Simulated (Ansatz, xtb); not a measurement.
**C4H10O: which of two isomers lies lower**

Structure I: `CC(C)(C)O`, a singlet. Structure II: `COC(C)C`, a singlet. Both are isolated molecules in the gas phase, relaxed with B3LYP-D3(BJ)/def2-SVP; the shapes shown needn't be the lowest conformers.

I (Å):

```yaml
atoms:
  - { symbol: C, position_ang: [-2.2251, -0.0460, 2.3647] }
  - { symbol: C, position_ang: [-2.0206, 0.3294, 0.8912] }
  - { symbol: C, position_ang: [-0.5351, 0.2580, 0.5148] }
  - { symbol: C, position_ang: [-2.5856, 1.7198, 0.6037] }
  - { symbol: O, position_ang: [-2.7702, -0.5597, 0.0603] }
  - { symbol: H, position_ang: [-3.2965, -0.0278, 2.6152] }
  - { symbol: H, position_ang: [-1.6950, 0.6469, 3.0371] }
  - { symbol: H, position_ang: [-1.8437, -1.0620, 2.5636] }
  - { symbol: H, position_ang: [0.0679, 0.9640, 1.1075] }
  - { symbol: H, position_ang: [-0.4028, 0.4928, -0.5521] }
  - { symbol: H, position_ang: [-0.1366, -0.7550, 0.6949] }
  - { symbol: H, position_ang: [-2.4671, 1.9624, -0.4631] }
  - { symbol: H, position_ang: [-2.0700, 2.4872, 1.2005] }
  - { symbol: H, position_ang: [-3.6594, 1.7480, 0.8425] }
  - { symbol: H, position_ang: [-2.4407, -1.4549, 0.2150] }
```

II (Å):

```xyz
15

C     0.0503    0.4776    1.7608
C    -2.0766    0.5815    0.6856
C    -2.8096   -0.1955   -0.3986
C    -2.9760    0.8851    1.8849
O    -0.9492   -0.1998    1.0514
H    -0.2756    0.8025    2.7684
H     0.4079    1.3760    1.2161
H     0.8976   -0.2132    1.8843
H    -1.7193    1.5437    0.2584
H    -2.1357   -0.3992   -1.2439
H    -3.1593   -1.1610    0.0004
H    -3.6812    0.3674   -0.7662
H    -2.4491    1.4652    2.6578
H    -3.8548    1.4707    1.5726
H    -3.3268   -0.0551    2.3400
```

Problem. Which of the two would you expect CCSD(T)/def2-SVP + ΔMP2/def2-TZVPP electronic energies to favour?

Solution. Structure I; the calculation gives E(II) − E(I) = +13.9 kcal/mol.

Level by level:

| level | geometry | E(II) − E(I) (kcal/mol) | departure from the last row (kcal/mol) | job, with rough time for the two |
| --- | --- | --- | --- | --- |
| GFN2-xTB | GFN2-xTB | +6.2 | −7.6 | optimisation, 0.1 s |
| HF/STO-3G | GFN2-xTB | +0.4 | −13.5 | single point, 0.28 s |
| r2SCAN-D4/def2-SVP | GFN2-xTB | +11.9 | −2.0 | single point, 2.2 s |
| B3LYP-D3(BJ)/def2-SVP | B3LYP-D3(BJ)/def2-SVP | +10.3 | −3.5 | optimisation, 19 s |
| HF/def2-SVP | B3LYP-D3(BJ)/def2-SVP | +9.9 | −4.0 | part of the CCSD(T) run |
| MP2/def2-SVP | B3LYP-D3(BJ)/def2-SVP | +14.3 | +0.5 | part of the CCSD(T) run |
| CCSD(T)/def2-SVP | B3LYP-D3(BJ)/def2-SVP | +12.9 | −0.9 | single point |
| CCSD(T)/def2-SVP + ΔMP2/def2-TZVPP | B3LYP-D3(BJ)/def2-SVP | +13.9 |  | single point, 24 s |

As drawn, II has 1 C–O, 1 C–H in place of 1 C–C, 1 O–H.

HF/STO-3G finds them nearly level. The largest departure from CCSD(T)/def2-SVP + ΔMP2/def2-TZVPP is that of HF/STO-3G, 13.5 kcal/mol. The last row adds to CCSD(T) the change of the MP2 difference between the two basis sets, here +0.9 kcal/mol.

With thermal terms from frequencies at re-optimised GFN2-xTB minima (ideal gas, soft modes damped towards free rotors, one conformer each, 298.15 K, 1 atm): the zero-point term adds 0.0 kcal/mol; ΔH is +13.9 and ΔG +13.4 kcal/mol.

The correlated steps freeze 5 core orbitals. Codes used: Ansatz 0.2.0, xtb 6.7.1; the last row on 2 threads of Intel(R) Xeon(R) 6975P-C (Granite Rapids) on a shared host.
